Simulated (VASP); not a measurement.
# Ag (Fm-3m) in VASP: settings compared, part 2 of 3

VASP 6.6.1. Earlier steps stand in the parts before.

**4. Relaxation of cell and atoms, vdW-DF**

The input, INCAR:

```
AGGAC = 0.0
ALGO = Fast
EDIFF = 1E-7
EDIFFG = -0.005
ENCUT = 600
GGA = RE
IBRION = 2
ISIF = 3
ISMEAR = -1
LASPH = True
LCHARG = False
LREAL = False
LUSE_VDW = True
LWAVE = False
NELM = 80
NSW = 60
PREC = Accurate
SIGMA = 0.05
```

The input, KPOINTS:

```
k-points
0
Gamma
  11 11 11
```

The input, POSCAR:

```
Ag
1.0
    0.0000000000      2.0427500000      2.0427500000
    2.0427500000      0.0000000000      2.0427500000
    2.0427500000      2.0427500000      0.0000000000
Ag
1
Direct
    0.0000000000      0.0000000000      0.0000000000
```

Potentials or basis: VASP PAW PBE potentials, release 64 (Ag).

On the command line:

```
$ cat potpaw_PBE.64/Ag/POTCAR > POTCAR
$ mpirun -np 1 vasp_std > vasp.out
```

OUTCAR:

```text
EDIFF = 1E-7
   EDIFFG = -0.005
   ENCUT = 600
   GGA = RE
   IBRION = 2
   ISIF = 3
   ISMEAR = -1
   LASPH = True
   LREAL = False
   NELM = 80
   NSW = 60
   PREC = Accurate

 ion  position               nearest neighbor table
   1  0.000  0.000  0.000-

  LATTYP: Found a face centered cubic cell.
 ALAT       =     4.0855000000

  Lattice vectors:

 A1 = (   0.0000000000,   2.0427500000,   2.0427500000)
 A2 = (   2.0427500000,   0.0000000000,   2.0427500000)
 A3 = (   2.0427500000,   2.0427500000,   0.0000000000)

Analysis of symmetry for initial positions (statically):
=====================================================================
 Subroutine PRICEL returns:
 Original cell was already a primitive cell.

 Routine SETGRP: Setting up the symmetry group for a
 face centered cubic supercell.

 Subroutine GETGRP returns: Found 48 space group operations
 (whereof 48 operations were pure point group operations)
 out of a pool of 48 trial point group operations.

The static configuration has the point symmetry O_h .

Analysis of symmetry for dynamics (positions and initial velocities):
=====================================================================
 Subroutine PRICEL returns:
 Original cell was already a primitive cell.

 Routine SETGRP: Setting up the symmetry group for a
 face centered cubic supercell.

 Subroutine GETGRP returns: Found 48 space group operations
 (whereof 48 operations were pure point group operations)
 out of a pool of 48 trial point group operations.

The dynamic configuration has the point symmetry O_h .

 Subroutine INISYM returns: Found 48 space group operations
 (whereof 48 operations are pure point group operations),
 and found     1 'primitive' translations

----------------------------------------------------------------------------------------

                                     Primitive cell

  volume of cell :      17.0481

  direct lattice vectors                    reciprocal lattice vectors
     0.000000000  2.042750000  2.042750000    -0.244768082  0.244768082  0.244768082
     2.042750000  0.000000000  2.042750000     0.244768082 -0.244768082  0.244768082
     2.042750000  2.042750000  0.000000000     0.244768082  0.244768082 -0.244768082

  length of vectors
     2.888884755  2.888884755  2.888884755     0.423950755  0.423950755  0.423950755

  position of ions in fractional coordinates (direct lattice)
     0.000000000  0.000000000  0.000000000

  ion indices of the primitive-cell ions
   primitive index   ion index
                 1           1

----------------------------------------------------------------------------------------

 KPOINTS: k-points

Automatic generation of k-mesh.
 Grid dimensions read from file:
 generate k-points for:   11   11   11

 Generating k-lattice:

  Cartesian coordinates                     Fractional coordinates (reciprocal lattice)
    -0.022251644  0.022251644  0.022251644     0.090909091  0.000000000  0.000000000
     0.022251644 -0.022251644  0.022251644     0.000000000  0.090909091  0.000000000
     0.022251644  0.022251644 -0.022251644     0.000000000  0.000000000  0.090909091

  Length of vectors
     0.038540978  0.038540978  0.038540978
[... 42 lines left out ...]
   NGX,Y,Z   is equivalent  to a cutoff of  13.81, 13.81, 13.81 a.u.
   NGXF,Y,Z  is equivalent  to a cutoff of  27.62, 27.62, 27.62 a.u.
 SYSTEM =  unknown system
   PREC   = accura    normal or accurate (medium, high low for compatibility)
   ISTART =      0    job   : 0-new  1-cont  2-samecut
   ICHARG =      2    charge: 1-file 2-atom 10-const
   ISPIN  =      1    spin polarized calculation?
   LNONCOLLINEAR =      F non collinear calculations
   LSORBIT =      F    spin-orbit coupling
   LASPH  =      T    aspherical Exc in radial PAW
   ENCUT  =  600.0 eV  44.10 Ry    6.64 a.u.   5.77  5.77  5.77*2*pi/ulx,y,z
   NELM   =     80;   NELMIN=  2; NELMDL= -5     # of ELM steps
   EDIFF  = 0.1E-06   stopping-criterion for ELM
   LREAL  =      F    real-space projection
   EDIFFG = -.5E-02   stopping-criterion for IOM
   NSW    =     60    number of steps for IOM
   IBRION =      2    ionic relax: 0-MD 1-quasi-New 2-CG
   NFREE  =      1    steps in history (QN), initial steepest desc. (CG)
   ISIF   =      3    stress and relaxation
   ISYM   =      2    0-nonsym 1-usesym 2-fastsym
   POTIM  = 0.5000    time-step for ionic-motion
   TEBEG  =    0.0;   TEEND  =   0.0 temperature during run
   PSTRESS=    0.0 pullay stress
   NELECT =      11.0000    total number of electrons
   NUPDOWN=      -1.0000    fix difference up-down
   EMIN   =  10.00;   EMAX   =-10.00  energy-range for DOS
   EFERMI =   0.00;   METHOD = LEGACY
   ISMEAR =    -1;   SIGMA  =   0.05  broadening in eV -4-tet -1-fermi 0-gaus
   EFERMI_NEDOS =   21; number of points for ismear=-14 and -15
   IALGO  =     68    algorithm
   IMIX   =      4    mixing-type and parameters
     AMIX     =   0.40;   BMIX     =  1.00
     AMIX_MAG =   1.60;   BMIX_MAG =  1.00
  volume/ion in A,a.u.               =      17.05       115.05
  Fermi-wavevector in a.u.,A,eV,Ry     =   1.414644  2.673290 27.228221  2.001218
  Thomas-Fermi vector in A             =   2.536165
   LORBIT       =      0    0 simple, 1 ext, 2 COOP (PROOUT), +10 PAW based schemes
   GGA     = RE    functional components
   LHFCALC =     F    Hartree Fock is set to
   AEXX    =    0.0000 exact exchange contribution
   IVDW_NL    =     1    kernel type
   BPARAM     = 6.3000
   IVDW    =     0    specifies the selected vdW correction
   LEPSILON=     F    determine dielectric tensor
   LRPA    =     F    only Hartree local field effects (RPA)
 conjugate gradient relaxation of ions
 non-spin polarized calculation
 RMM-DIIS sequential band-by-band and
  energy-cutoff  :      600.00
  volume of cell :       17.05
 maximum number of plane-waves:       578
   NGX = 11   NGY = 11   NGZ = 11

--------------------------------------- Ionic step        1  -------------------------------------------

 number of electron      10.9999999 magnetization

 Free energy of the ion-electron system (eV)
  ---------------------------------------------------
  ext. energy  EPLUGINS =         0.00000000
  ---------------------------------------------------
  free energy    TOTEN  =         1.06924776 eV

  energy without entropy =        1.07280808  energy(sigma->0) =        1.07102792

------------------------ aborting loop because EDIFF is reached ----------------------------------------

  FORCE on cell =-STRESS in cart. coord.  units (eV):
  Direction    XX          YY          ZZ          XY          YZ          ZX
  --------------------------------------------------------------------------------------
  -------------------------------------------------------------------------------------
  Total        1.1308323      1.1308323      1.1308323     -0.0000000      0.0000000      0.0000000
  in kB      106.2754922    106.2754922    106.2754922     -0.0000000      0.0000000      0.0000000
  external PRESSURE =     106.2754922 kB  Pullay stress =       0.0000000 kB
[... 135 lines left out ...]
--------------------------------------- Ionic step        5  -------------------------------------------

 number of electron      11.0000002 magnetization

 Free energy of the ion-electron system (eV)
  ---------------------------------------------------
  ext. energy  EPLUGINS =         0.00000000
  ---------------------------------------------------
  free energy    TOTEN  =         1.01046024 eV

  energy without entropy =        1.01414632  energy(sigma->0) =        1.01230328

 E-fermi :   7.3991     XC(G=0): -11.3863

 val. band max:        7.3280453311   @ k =  -0.2727   0.2727   0.0000
 cond. band min:       7.4707001672   @ k =  -0.3636   0.1818   0.0000
 fundamental gap:      0.1426548361
 Fermi energy:         7.3991346955

 k-point     1 :       0.0000    0.0000    0.0000
  band No.  band energies     occupation
      1       0.1652      2.00000
      2       2.5523      2.00000
      3       2.5523      2.00000
      4       2.5523      2.00000
      5       3.3843      2.00000
      6       3.3843      2.00000
      7      23.0631      0.00000
      8      25.7702      0.00000
      9      25.7702      0.00000
[... 265 lines left out ...]
 k-point    24 :      -0.1818    0.1818    0.0000
  band No.  band energies     occupation
      1       1.9451      2.00000
      2       2.2518      2.00000
      3       2.7740      2.00000
      4       3.0568      2.00000
      5       3.0801      2.00000
      6       4.4523      2.00000
      7      18.2191      0.00000
      8      18.6012      0.00000
      9      25.0441      0.00000

 [... further k-points ...]

------------------------ aborting loop because EDIFF is reached ----------------------------------------

  FORCE on cell =-STRESS in cart. coord.  units (eV):
  Direction    XX          YY          ZZ          XY          YZ          ZX
  --------------------------------------------------------------------------------------
  -------------------------------------------------------------------------------------
  Total       -0.0009710     -0.0009710     -0.0009710     -0.0000000      0.0000000     -0.0000000
  in kB       -0.0816319     -0.0816319     -0.0816319     -0.0000000      0.0000000     -0.0000000
  external PRESSURE =      -0.0816319 kB  Pullay stress =       0.0000000 kB
[... 20 lines left out ...]
  energy  without entropy=        1.0141463162  energy(sigma->0) =        1.01230328

Total vdW correction in eV:      2.3236036

 reached required accuracy - stopping structural energy minimisation
```

It took 64 s on 1 thread of AMD EPYC 9R45 (Zen 5), shared host; peak memory 0.25 GiB.

Results:

```
Free energy                            : 1.0105 eV
Relaxed volume                         : 19.06 Å³/atom
Relaxed cell                           : a = 2.998 Å, b = 2.998 Å, c = 2.998 Å, α = 60.00°, β = 60.00°, γ = 60.00°
Space group after relaxing (to 0.05 Å) : Fm-3m (No. 225)
Energy gained by relaxing              : 58.8 meV/atom
Ionic steps                            : 5
Pressure after relaxing                : 0.0 GPa
Band gap on the k mesh                 : none (metal or under the smearing width)
```

The path:
```tsv
step	energy change (eV)	largest force (eV/Å)	pressure (GPa)	volume (Å³)
1	0.0000	0.0000	10.63	17.05
2	-0.0498	0.0000	-2.96	19.99
3	-0.0588	0.0000	0.07	19.04
4	-0.0588	0.0000	-0.08	19.08
5	-0.0588	0.0000	-0.01	19.06
```

Final structure:
```
Ag
1.0
     0.00000    2.12009    2.12009
     2.12009    0.00000    2.12009
     2.12009    2.12009    0.00000
Ag
1
Direct
  0.00000 0.00000 0.00000
```

Levels at points of the mesh, in eV from the Fermi level:
```
           k point  band 2  band 3  band 4  band 5  band 6  band 7  band 8  band 9
(0.00, 0.00, 0.00)   -4.85   -4.85   -4.85   -4.01   -4.01   15.66   18.37   18.37
```

Caveat: the PAW data sets were made with another functional, which shifts forces and pressure a little; the volume moved by +12 % from the deposited cell, more than functionals usually miss. Zero-point motion and thermal expansion aren't in these numbers.

(Continued in part 3 of 3.)
